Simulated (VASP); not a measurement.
# PbSe (Clausthalite) (Fm-3m) in VASP: further runs

Aim: see how the results for PbSe (Clausthalite) move with the level of theory and the settings. Levels: LDA, RPBE+D4. Tasks: single point.

All numbers are computed with VASP 6.6.1; they aren't measurements. Logs are shortened: lines on timing, memory, paths and dates and some standing lists are left out, and cuts for length are marked.

**Experimental background.**

A printed reference work, monograph reports, for a bulk crystal of PbSe: band gap 0.15 eV (direct) at 4.2 K; band gap 0.28 eV (direct) at 300 K.

The runs below are set against these values where they give the same quantity.

## (1) The cell of the first run

Symmetry: Fm-3m, No. 225, cubic system. The conventional cell has a = 6.040 Å, b = 6.040 Å, c = 6.040 Å, α = 90.00°, β = 90.00°, γ = 90.00°. Within 4.0 Å of Pb (site symmetry m-3m) lie 6 Se at 3.02 Å. Se (site symmetry m-3m) has 6 Pb at 3.02 Å within 4.0 Å.

## (2) Single point, LDA

The input, INCAR:

```
SYSTEM = PbSe
ALGO = Normal
EDIFF = 1E-6
ENCUT = 520
ISIF = 2
ISMEAR = -1
LASPH = .TRUE.
LCHARG = .TRUE.
LELF = .TRUE.
LREAL = .FALSE.
LVHAR = .TRUE.
LWAVE = .FALSE.
NBANDS = 17
NELM = 60
PREC = Accurate
SIGMA = 0.05
```

The input, KPOINTS:

```
k-points
0
G
  8 8 8
  0 0 0
```

The input, POSCAR:

```
PbSe
1.0
    0.0000000000      3.0198231897      3.0198231897
    3.0198231897      0.0000000000      3.0198231897
    3.0198231897      3.0198231897      0.0000000000
Pb Se
1 1
Direct
    0.0000000000      0.0000000000      0.0000000000
    0.5000000000      0.5000000000      0.5000000000
```

Potentials or basis: VASP PAW LDA potentials, release 64 (Pb_d, Se).

Run with:

```
$ cat potpaw_LDA.64/Pb_d/POTCAR potpaw_LDA.64/Se/POTCAR > POTCAR
$ mpirun -np 1 vasp_std > vasp.out
```

OUTCAR:

```text
SYSTEM = PbSe
   EDIFF = 1E-6
   ENCUT = 520
   ISIF = 2
   ISMEAR = -1
   LASPH = .TRUE.
   LREAL = .FALSE.
   NELM = 60
   PREC = Accurate

 ion  position               nearest neighbor table
   1  0.000  0.000  0.000-   2 3.02   2 3.02   2 3.02   2 3.02   2 3.02   2 3.02
   2  0.500  0.500  0.500-   1 3.02   1 3.02   1 3.02   1 3.02   1 3.02   1 3.02

  LATTYP: Found a face centered cubic cell.
 ALAT       =     6.0396463794

  Lattice vectors:

 A1 = (   0.0000000000,   3.0198231897,   3.0198231897)
 A2 = (   3.0198231897,   0.0000000000,   3.0198231897)
 A3 = (   3.0198231897,   3.0198231897,   0.0000000000)

Analysis of symmetry for initial positions (statically):
=====================================================================
 Subroutine PRICEL returns:
 Original cell was already a primitive cell.

 Routine SETGRP: Setting up the symmetry group for a
 face centered cubic supercell.

 Subroutine GETGRP returns: Found 48 space group operations
 (whereof 48 operations were pure point group operations)
 out of a pool of 48 trial point group operations.

The static configuration has the point symmetry O_h .

Analysis of symmetry for dynamics (positions and initial velocities):
=====================================================================
 Subroutine PRICEL returns:
 Original cell was already a primitive cell.

 Routine SETGRP: Setting up the symmetry group for a
 face centered cubic supercell.

 Subroutine GETGRP returns: Found 48 space group operations
 (whereof 48 operations were pure point group operations)
 out of a pool of 48 trial point group operations.

The dynamic configuration has the point symmetry O_h .

 Subroutine INISYM returns: Found 48 space group operations
 (whereof 48 operations are pure point group operations),
 and found     1 'primitive' translations

----------------------------------------------------------------------------------------

                                     Primitive cell

  volume of cell :      55.0775

  direct lattice vectors                    reciprocal lattice vectors
     0.000000000  3.019823190  3.019823190    -0.165572608  0.165572608  0.165572608
     3.019823190  0.000000000  3.019823190     0.165572608 -0.165572608  0.165572608
     3.019823190  3.019823190  0.000000000     0.165572608  0.165572608 -0.165572608

  length of vectors
     4.270674911  4.270674911  4.270674911     0.286780169  0.286780169  0.286780169

  position of ions in fractional coordinates (direct lattice)
     0.000000000  0.000000000  0.000000000
     0.500000000  0.500000000  0.500000000

  ion indices of the primitive-cell ions
   primitive index   ion index
                 1           1
                 2           2

----------------------------------------------------------------------------------------

 KPOINTS: k-points

Automatic generation of k-mesh.
 Grid dimensions read from file:
 generate k-points for:    8    8    8

 Generating k-lattice:

  Cartesian coordinates                     Fractional coordinates (reciprocal lattice)
    -0.020696576  0.020696576  0.020696576     0.125000000  0.000000000  0.000000000
     0.020696576 -0.020696576  0.020696576     0.000000000  0.125000000  0.000000000
     0.020696576  0.020696576 -0.020696576     0.000000000  0.000000000  0.125000000

  Length of vectors
     0.035847521  0.035847521  0.035847521

  Shift w.r.t. Gamma in fractional coordinates (k-lattice)
     0.000000000  0.000000000  0.000000000

 Subroutine IBZKPT returns following result:
 ===========================================

 Found     29 irreducible k-points:

 Following reciprocal coordinates:
            Coordinates               Weight
  0.000000  0.000000  0.000000      1.000000
  0.125000  0.000000  0.000000      8.000000
  0.250000  0.000000  0.000000      8.000000
  0.375000  0.000000  0.000000      8.000000
  0.500000  0.000000  0.000000      4.000000
  0.125000  0.125000  0.000000      6.000000
[... 16 lines left out ...]
  0.500000  0.250000  0.125000     48.000000
 -0.375000  0.250000  0.125000     24.000000
 [... further k-points ...]
   k-points           NKPTS =     29   k-points in BZ     NKDIM =     29   number of bands    NBANDS=     17
   number of dos      NEDOS =    301   number of ions     NIONS =      2
   total plane-waves  NPLWV =  32768
   dimension x,y,z NGX =    32 NGY =   32 NGZ =   32
   dimension x,y,z NGXF=    64 NGYF=   64 NGZF=   64
   ions per type =               1   1
   NGX,Y,Z   is equivalent  to a cutoff of  12.46, 12.46, 12.46 a.u.
   NGXF,Y,Z  is equivalent  to a cutoff of  24.91, 24.91, 24.91 a.u.
 SYSTEM =  PbSe
   PREC   = accura    normal or accurate (medium, high low for compatibility)
   ISTART =      0    job   : 0-new  1-cont  2-samecut
   ICHARG =      2    charge: 1-file 2-atom 10-const
   ISPIN  =      1    spin polarized calculation?
   LNONCOLLINEAR =      F non collinear calculations
   LSORBIT =      F    spin-orbit coupling
[... 97 lines left out ...]
      3     -11.4257      2.00000
      4     -11.3948      2.00000
      5     -11.3948      2.00000
      6      -7.6081      2.00000
[... 9 lines left out ...]
     16      14.3823      0.00000
     17      16.9598      0.00000

 k-point     5 :       0.5000    0.0000    0.0000
  band No.  band energies     occupation
      1     -11.4616      2.00000
      2     -11.4616      2.00000
      3     -11.4256      2.00000
      4     -11.3890      2.00000
      5     -11.3890      2.00000
      6      -7.3679      2.00000
[... 9 lines left out ...]
     16      15.5441      0.00000
     17      15.6070      0.00000

 k-point     6 :       0.1250    0.1250    0.0000
  band No.  band energies     occupation
      1     -11.4451      2.00000
      2     -11.4312      2.00000
      3     -11.4290      2.00000
      4     -11.4205      2.00000
      5     -11.4205      2.00000
      6      -8.3695      2.00000
[... 9 lines left out ...]
     16      12.8652      0.00000
     17      14.3126      0.00000

 k-point     7 :       0.2500    0.1250    0.0000
  band No.  band energies     occupation
      1     -11.4613      2.00000
      2     -11.4332      2.00000
      3     -11.4314      2.00000
      4     -11.4120      2.00000
      5     -11.4071      2.00000
      6      -8.0847      2.00000
[... 9 lines left out ...]
     16      13.7733      0.00000
     17      15.6196      0.00000

 k-point     8 :       0.3750    0.1250    0.0000
  band No.  band energies     occupation
      1     -11.4751      2.00000
      2     -11.4438      2.00000
      3     -11.4270      2.00000
      4     -11.4032      2.00000
      5     -11.3929      2.00000
      6      -7.6512      2.00000
[... 9 lines left out ...]
     16      14.9933      0.00000
     17      16.8410      0.00000
[... 203 lines left out ...]
      1     -11.5748      2.00000
      2     -11.4443      2.00000
      3     -11.4159      2.00000
      4     -11.3803      2.00000
      5     -11.3776      2.00000
      6      -7.0012      2.00000
[... 9 lines left out ...]
     16      16.8637      0.00000
     17      17.2675      0.00000

 k-point    20 :      -0.3750    0.3750    0.0000
  band No.  band energies     occupation
      1     -11.5530      2.00000
      2     -11.4312      2.00000
      3     -11.4277      2.00000
      4     -11.3894      2.00000
      5     -11.3814      2.00000
      6      -6.9453      2.00000
[... 9 lines left out ...]
     16      15.7647      0.00000
     17      17.7930      0.00000

 k-point    21 :       0.5000    0.5000    0.0000
  band No.  band energies     occupation
      1     -11.5949      2.00000
      2     -11.4504      2.00000
      3     -11.4095      2.00000
      4     -11.3741      2.00000
      5     -11.3741      2.00000
      6      -6.9283      2.00000
[... 9 lines left out ...]
     16      17.2937      0.00000
     17      18.1302      0.00000

 k-point    22 :       0.3750    0.2500    0.1250
  band No.  band energies     occupation
      1     -11.4828      2.00000
      2     -11.4352      2.00000
      3     -11.4313      2.00000
      4     -11.4025      2.00000
      5     -11.3987      2.00000
      6      -7.7513      2.00000
[... 9 lines left out ...]
     16      14.9640      0.00000
     17      15.4840      0.00000

 k-point    23 :       0.5000    0.2500    0.1250
  band No.  band energies     occupation
      1     -11.4987      2.00000
      2     -11.4428      2.00000
      3     -11.4237      2.00000
      4     -11.3997      2.00000
      5     -11.3902      2.00000
      6      -7.3451      2.00000
[... 9 lines left out ...]
     16      15.3516      0.00000
     17      16.5196      0.00000

 k-point    24 :      -0.3750    0.2500    0.1250
  band No.  band energies     occupation
      1     -11.5045      2.00000
      2     -11.4468      2.00000
      3     -11.4163      2.00000
      4     -11.4038      2.00000
      5     -11.3855      2.00000
      6      -7.1422      2.00000
[... 9 lines left out ...]
     16      16.2618      0.00000
     17      16.3264      0.00000

 [... further k-points ...]

------------------------ aborting loop because EDIFF is reached ----------------------------------------

  FORCE on cell =-STRESS in cart. coord.  units (eV):
  Direction    XX          YY          ZZ          XY          YZ          ZX
  --------------------------------------------------------------------------------------
  -------------------------------------------------------------------------------------
  Total        0.0340513      0.0340513      0.0340513      0.0000000      0.0000000      0.0000000
  in kB        0.9905334      0.9905334      0.9905334      0.0000000      0.0000000      0.0000000
  external PRESSURE =       0.9905334 kB  Pullay stress =       0.0000000 kB

 VOLUME and BASIS-vectors are now :
 -----------------------------------------------------------------------------
  energy-cutoff  :      520.00
  volume of cell :       55.08
      direct lattice vectors                 reciprocal lattice vectors
     0.000000000  3.019823190  3.019823190    -0.165572608  0.165572608  0.165572608
     3.019823190  0.000000000  3.019823190     0.165572608 -0.165572608  0.165572608
     3.019823190  3.019823190  0.000000000     0.165572608  0.165572608 -0.165572608

 POSITION                                       TOTAL-FORCE (eV/Angst)
 -----------------------------------------------------------------------------------
      0.00000      0.00000      0.00000         0.000000      0.000000     -0.000000
      3.01982      3.01982      3.01982        -0.000000     -0.000000      0.000000
 -----------------------------------------------------------------------------------
    total drift:                                0.000000     -0.000000     -0.000000

  FREE ENERGIE OF THE ION-ELECTRON SYSTEM (eV)
  ---------------------------------------------------
  free  energy   TOTEN  =        -9.4590125491 eV

  energy  without entropy=       -9.4579389993  energy(sigma->0) =       -9.45847577
```

It took 11 s on 1 thread of Intel Xeon 6975P-C, shared host; peak memory 0.17 GiB.

Results:

```yaml
Free_energy: -9.4590 eV
Pressure: 0.1 GPa
Band_gap_on_the_k_mesh: 0.02 eV, direct
```

Caveat: spin-orbit coupling is left out, which moves the levels of the heavy elements.

## (3) Single point, LDA

This run uses another cell than the first one, of 28.10 Å³/atom, 1.020 times its volume.

The input, INCAR:

```
SYSTEM = PbSe
PREC     = Accurate       ! precision mode
ENCUT    = 520            ! plane-wave cutoff, eV
EDIFF    = 1E-7           ! SCF threshold, eV
ISMEAR   = -1             ! smearing method
SIGMA    = 0.05           ! smearing width, eV
LREAL    = .FALSE.        ! projectors in reciprocal space
LASPH    = .TRUE.         ! aspherical terms in the spheres
NELM     = 60             ! most SCF steps
ALGO     = Normal         ! electronic algorithm
ISIF     = 2              ! what is computed and relaxed
LWAVE    = .FALSE.        ! write WAVECAR
LCHARG   = .TRUE.         ! write CHGCAR
GGA      = CA             ! functional
LELF     = .TRUE.         ! ELF
LVHAR    = .TRUE.       
NBANDS   = 17             ! bands
```

The input, KPOINTS:

```
regular mesh
0
G
  8 8 8
  0 0 0
```

The input, POSCAR:

```
PbSe
1.0
    0.0000000000      3.0401081059      3.0401081059
    3.0401081059      0.0000000000      3.0401081059
    3.0401081059      3.0401081059      0.0000000000
Pb Se
1 1
Direct
    0.0000000000      0.0000000000      0.0000000000
    0.5000000000      0.5000000000      0.5000000000
```

Potentials or basis: VASP PAW LDA potentials, release 64 (Pb_d, Se).

Run with:

```
$ cat potpaw_LDA.64/Pb_d/POTCAR potpaw_LDA.64/Se/POTCAR > POTCAR
$ mpirun -np 1 vasp_std > vasp.out
```

Run time: 13 s. Hardware: 1 thread of Intel Xeon 6975P-C, shared host; peak memory 0.17 GiB.

It converged, with:

```
Free energy            : -9.4562 eV
Pressure               : -1.0 GPa
Band gap on the k mesh : 0.09 eV, direct
```

Levels at points of the mesh, in eV from the valence-band top:
```tsv
k point	band 7	band 8	band 9	band 10	band 11	band 12	band 13	band 14
(0.00, 0.00, 0.00)	-6.37	-1.98	-1.98	-1.98	4.63	4.63	4.63	6.42
(0.50, 0.00, 0.00)	-9.00	-1.54	-1.54	0.00	0.09	1.54	1.54	8.42
(0.50, 0.50, 0.00)	-7.50	-5.21	-3.39	-3.39	3.51	5.57	5.57	6.01
```

Caveat: spin-orbit coupling is left out, which moves the levels of the heavy elements.

## (4) Single point, RPBE+D4

The input, INCAR:

```
PREC     = Accurate       # precision mode
ENCUT    = 520            # plane-wave cutoff, eV
EDIFF    = 1E-6           # SCF threshold, eV
ISMEAR   = -1             # smearing method
SIGMA    = 0.05           # smearing width, eV
LREAL    = F              # projectors in reciprocal space
LASPH    = T              # aspherical terms in the spheres
NELM     = 80             # most SCF steps
ALGO     = Normal         # electronic algorithm
ISIF     = 2              # what is computed and relaxed
LWAVE    = F              # write WAVECAR
LCHARG   = T              # write CHGCAR
GGA      = RP             # functional
IVDW     = 13             # dispersion correction
LELF     = T              # ELF
LVHAR    = T            
NBANDS   = 17             # bands
```

The input, KPOINTS:

```
regular mesh
0
Gamma
  8 8 8
```

The input, POSCAR:

```
PbSe
1.0
    0.0000000000      3.0192847941      3.0192847941
    3.0192847941      0.0000000000      3.0192847941
    3.0192847941      3.0192847941      0.0000000000
Pb Se
1 1
Direct
    0.0000000000      0.0000000000      0.0000000000
    0.5000000000      0.5000000000      0.5000000000
```

Potentials or basis: VASP PAW PBE potentials, release 64 (Pb_d, Se).

Run with:

```
$ cat potpaw_PBE.64/Pb_d/POTCAR potpaw_PBE.64/Se/POTCAR > POTCAR
$ mpirun -np 1 vasp_std > vasp.out
```

Run time: 15 s. Hardware: 1 thread of Intel Xeon 6975P-C, shared host; peak memory 0.18 GiB.

The run converged. Its results:

| Item | Value |
| --- | --- |
| Free energy | -8.8967 eV |
| Pressure | 2.5 GPa |
| Band gap on the k mesh | 0.23 eV, direct |
| Dispersion energy per atom | -0.756 eV |

Levels at points of the mesh, in eV from the valence-band top:
```
           k point  band 8  band 9  band 10  band 11  band 12  band 13
(0.00, 0.00, 0.00)   -2.13   -2.13    -2.13     4.81     4.81     4.81
(0.50, 0.00, 0.00)   -1.69   -1.69     0.00     0.23     1.60     1.60
(0.50, 0.50, 0.00)   -5.36   -3.54    -3.54     3.54     5.77     5.77
```

Caveat: the PAW data sets were made with another functional, which shifts forces and pressure a little; spin-orbit coupling is left out, which moves the levels of the heavy elements.

## (5) Single point, RPBE+D4

This run uses another cell than the first one, of 28.10 Å³/atom, 1.020 times its volume.

The input, INCAR:

```
PREC = Accurate ; ENCUT = 520
EDIFF = 1E-6 ; ISMEAR = -1
SIGMA = 0.05 ; LREAL = F
LASPH = T ; NELM = 60
ALGO = Normal ; ISIF = 2
LWAVE = F ; LCHARG = F
GGA = RP ; IVDW = 13
NBANDS = 17
```

KPOINTS is that of step 4.

The input, POSCAR:

```
PbSe
1.0
    0.0000000000      3.0401081059      3.0401081059
    3.0401081059      0.0000000000      3.0401081059
    3.0401081059      3.0401081059      0.0000000000
Pb Se
1 1
Direct
    0.0000000000      0.0000000000      0.0000000000
    0.5000000000      0.5000000000      0.5000000000
```

Run with:

```
$ cat potpaw_PBE.64/Pb_d/POTCAR potpaw_PBE.64/Se/POTCAR > POTCAR
$ mpirun -np 1 vasp_std > vasp.out
```

Wall time 16 s (1 thread of Intel Xeon 6975P-C, shared host); peak memory 0.18 GiB.

The run converged. Its results:

- Free energy: -8.9108 eV
- Pressure: 1.3 GPa
- Band gap on the k mesh: 0.30 eV, direct
- Dispersion energy per atom: -0.741 eV

Levels at points of the mesh, in eV from the valence-band top:
| k point | band 6 | band 7 | band 8 | band 9 | band 10 | band 11 | band 12 | band 13 | band 14 | band 15 |
| --- | --- | --- | --- | --- | --- | --- | --- | --- | --- | --- |
| (0.00, 0.00, 0.00) | -13.77 | -6.25 | -2.01 | -2.01 | -2.01 | 4.78 | 4.78 | 4.78 | 6.48 | 6.48 |
| (0.50, 0.00, 0.00) | -12.65 | -8.92 | -1.59 | -1.59 | 0.00 | 0.30 | 1.67 | 1.67 | 8.67 | 10.12 |
| (0.50, 0.50, 0.00) | -12.26 | -7.41 | -5.15 | -3.38 | -3.38 | 3.66 | 5.71 | 5.71 | 6.17 | 11.28 |

Caveat: the PAW data sets were made with another functional, which shifts forces and pressure a little; spin-orbit coupling is left out, which moves the levels of the heavy elements.

## (6) Overview

```tsv
level	potentials or basis	cell	gap on the mesh (eV)	pressure (GPa)
LDA	VASP PAW LDA potentials, release 64 (Pb_d, Se)	a = 4.271 Å, angles 60.0°, 2 atoms	0.02	0.1
LDA	VASP PAW LDA potentials, release 64 (Pb_d, Se)	a = 4.299 Å, angles 60.0°, 2 atoms	0.09	-1.0
RPBE+D4	VASP PAW PBE potentials, release 64 (Pb_d, Se)	a = 4.270 Å, angles 60.0°, 2 atoms	0.23	2.5
RPBE+D4	VASP PAW PBE potentials, release 64 (Pb_d, Se)	a = 4.299 Å, angles 60.0°, 2 atoms	0.30	1.3
```

Alike in all rows: task single point; no spin polarisation; k mesh 8 × 8 × 8; cutoff (eV) 520; smearing fermi-dirac 0.05 eV.

Caveats: spin-orbit coupling is left out, which moves the levels of the heavy elements; the PAW data sets were made with another functional, which shifts forces and pressure a little (some runs).

Total energies depend on the potentials used, so only differences within one code and one set of settings carry meaning.

## (7) Comparison with measurements

Step 2. Measured gap of PbSe: 0.15 eV (direct; 4.2 K; a printed reference work, monograph). This calculation gives 0.02 eV (-0.13 eV). 2 values of this kind are on record (0.15 to 0.28 eV); this one was drawn at random. Spin-orbit coupling on Pb, Se is left out. The value is that of LDA on a finite k mesh, which can miss the band edges, without temperature or zero-point motion. Semilocal functionals fall short of measured gaps as a rule.

Step 3. Measured gap of PbSe: 0.28 eV (direct; 300 K; a printed reference work, monograph). This calculation gives 0.09 eV (-0.19 eV). 2 values of this kind are on record (0.15 to 0.28 eV); this one was drawn at random. Spin-orbit coupling on Pb, Se is left out. The value is that of LDA on a finite k mesh, which can miss the band edges, without temperature or zero-point motion. Semilocal functionals fall short of measured gaps as a rule.

Step 4. A measured gap of PbSe is 0.28 eV (direct; 300 K; a printed reference work, monograph); the calculated 0.23 eV misses it by -0.05 eV. 2 values of this kind are on record (0.15 to 0.28 eV); this one was drawn at random. Spin-orbit coupling on Pb, Se is left out. The value is that of RPBE+D4 on a finite k mesh, which can miss the band edges, without temperature or zero-point motion. Semilocal functionals fall short of measured gaps as a rule.

Step 5. A measured gap of PbSe is 0.28 eV (direct; 300 K; a printed reference work, monograph); the calculated 0.30 eV misses it by +0.02 eV. 2 values of this kind are on record (0.15 to 0.28 eV); this one was drawn at random. Spin-orbit coupling on Pb, Se is left out. The value is that of RPBE+D4 on a finite k mesh, which can miss the band edges, without temperature or zero-point motion.
